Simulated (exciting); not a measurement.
Consider RbBr, space group Fm-3m.

```xyz
2
Lattice="0.0000 3.4270 3.4270 3.4270 0.0000 3.4270 3.4270 3.4270 0.0000" Properties=species:S:1:pos:R:3 pbc="T T T"
Rb    0.0000    0.0000    0.0000
Br    3.4270    3.4270    3.4270
```

Absorber: atom 1, with 6 Br at 3.43 Å (octahedral, site symmetry m-3m). Method: exciting, all-electron LAPW+lo, LDA, exchange and screened direct term (singlet BSE), 3×3×3 shifted k points, 34 conduction bands, |G+q| up to 3 bohr⁻¹ (2 in the exchange term), full RPA screening with nempty = 61, Lorentzian half width 0.64 eV.

The database entry behind the starting cell differs from later determinations by our own check (about 0.5 % short), so it need not match the best structure at ambient conditions.

Q: Predict the Rb L₃ near-edge structure at this level.

Bound core exciton? Yes on this mesh: the first bright state (over 5 % of the brightest) lies at -1.15 eV from the Kohn–Sham onset and at -1.65 eV from the lowest bare transition of its own mesh. Maxima (height): -0.5 eV (1.00), 4.9 eV (0.27), 8.5 eV (0.23) and 11.5 eV (0.31).

Energy from the Kohn–Sham onset, core level to the lowest empty state found on the meshes used; Im ε in relative units:

| E (eV) | Im ε |
| --- | --- |
| -6.0 | 0.02 |
| -5.5 | 0.03 |
| -5.0 | 0.03 |
| -4.5 | 0.04 |
| -4.0 | 0.05 |
| -3.5 | 0.06 |
| -3.0 | 0.09 |
| -2.5 | 0.12 |
| -2.0 | 0.19 |
| -1.5 | 0.35 |
| -1.0 | 0.67 |
| -0.5 | 1.00 |
| 0.0 | 0.95 |
| 0.5 | 0.88 |
| 1.0 | 0.67 |
| 1.5 | 0.53 |
| 2.0 | 0.45 |
| 2.5 | 0.39 |
| 3.0 | 0.33 |
| 3.5 | 0.28 |
| 4.0 | 0.26 |
| 4.5 | 0.26 |
| 5.0 | 0.27 |
| 5.5 | 0.25 |
| 6.0 | 0.21 |
| 6.5 | 0.20 |
| 7.0 | 0.19 |
| 7.5 | 0.18 |
| 8.0 | 0.20 |
| 8.5 | 0.23 |
| 9.0 | 0.21 |
| 9.5 | 0.19 |
| 10.0 | 0.20 |
| 10.5 | 0.23 |
| 11.0 | 0.28 |
| 11.5 | 0.31 |
| 12.0 | 0.29 |
| 12.5 | 0.26 |
| 13.0 | 0.24 |
| 13.5 | 0.22 |
| 14.0 | 0.19 |
| 14.5 | 0.19 |
| 15.0 | 0.19 |
| 15.5 | 0.19 |
| 16.0 | 0.17 |
| 16.5 | 0.16 |
| 17.0 | 0.16 |
| 17.5 | 0.16 |
| 18.0 | 0.16 |
| 18.5 | 0.17 |
| 19.0 | 0.16 |
| 19.5 | 0.15 |
| 20.0 | 0.14 |
| 20.5 | 0.14 |
| 21.0 | 0.14 |
| 21.5 | 0.14 |
| 22.0 | 0.14 |

A mesh of 27 points doesn't converge binding energies, and fine structure above the first lines is partly noise of the mesh. The kernel cutoff is low for a compact core orbital, so the effect of exchange is a lower bound. The zero comes from the unshifted 3×3×3 ground-state mesh; it is exact only where the band minimum lies on that mesh. The conduction states carry no spin here, so the exchange coupling to the spinor core hole is only partly held. This core level is treated alone, with no coupling to its spin–orbit partner. The structure is a published determination, not relaxed.

[Banner, clock and machine lines of the logs are left out without a mark of their own.]

[Logs are printed without paths, hosts, clocks, repeated set-up lines and the standing remarks that a program may print on its own settings, such as how far it seeks lower states.]

[Hosts, paths, dates, database ids (printed as entryN), source tags and the programs' standing remarks are cut or masked in the printed files.]
